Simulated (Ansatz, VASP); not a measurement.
One calculation of KF, two programs

The input INCAR:

```
SYSTEM = KF
  ALGO = Fast
  EDIFF = 1E-6
  ENCUT = 520
  GGA = PE
  ISIF = 2
  ISMEAR = -1
  LASPH = .True.
  LCHARG = .False.
  LREAL = .False.
  LWAVE = .False.
  NBANDS = 15
  NELM = 60
  PREC = Accurate
  SIGMA = 0.02
```

File KPOINTS:

```
k-points
0
Gamma
  8 8 8
  0 0 0
```

File POSCAR:

```
KF
1.0
    0.0000000000      2.9354014086      2.9354014086
    2.9354014086      0.0000000000      2.9354014086
    2.9354014086      2.9354014086      0.0000000000
K F
1 1
Direct
    0.0000000000      0.0000000000      0.0000000000
    0.2500000000      0.2500000000      0.2500000000
```

Input for Ansatz:

```yaml
crystal:
  lattice:
    - [0.0, 2.9354014086, 2.9354014086]
    - [2.9354014086, 0.0, 2.9354014086]
    - [2.9354014086, 2.9354014086, 0.0]
  atoms:
    - { symbol: K, position: [0.0, 0.0, 0.0] }
    - { symbol: F, position: [0.25, 0.25, 0.25] }
kpoints:
  mp_grid: { grid: [8, 8, 8] }
  band_path:
    path:
      - [0.0, 0.0, 0.0]
      - [-0.5, -0.5, 0.0]
      - [-0.375, -0.375, 0.25]
      - [-0.375, 0.0, 0.375]
      - [0.0, 0.0, 0.5]
      - [-0.5, -0.25, 0.25]
    npoints: 1
hamiltonian:
  xc: pbe
scf:
  occupations: { method: fermi_dirac, width: 0.02 }
  n_extra_bands: 4
output:
  forces: true
  stress: true
  eigenvalues: true
```

The cell was built by a generator and needn't be a form met in nature.

Alike in both runs: task single point; functional PBE; k mesh 8 × 8 × 8; occupations fermi-dirac, width 0.02 eV; no spin polarisation.

```csv
,VASP,Ansatz
version,VASP 6.6.1,Ansatz 0.2.0
potentials or method,"VASP PAW PBE potentials, release 64 (K_sv, F)","plane waves, PAW"
plane-wave cutoff (eV),520,420
valence electrons in the cell,16,16
```

|  | VASP | Ansatz | Ansatz less VASP |
| --- | --- | --- | --- |
| gap on the k mesh at the Fermi level (eV) | 5.16 | 5.17 | +0.013 |
| pressure (GPa) | 0.9 | 0.9 | -0.03 |

A k mesh can miss the band edges. PBE gaps usually lie below the measured ones, often by a third to a half.
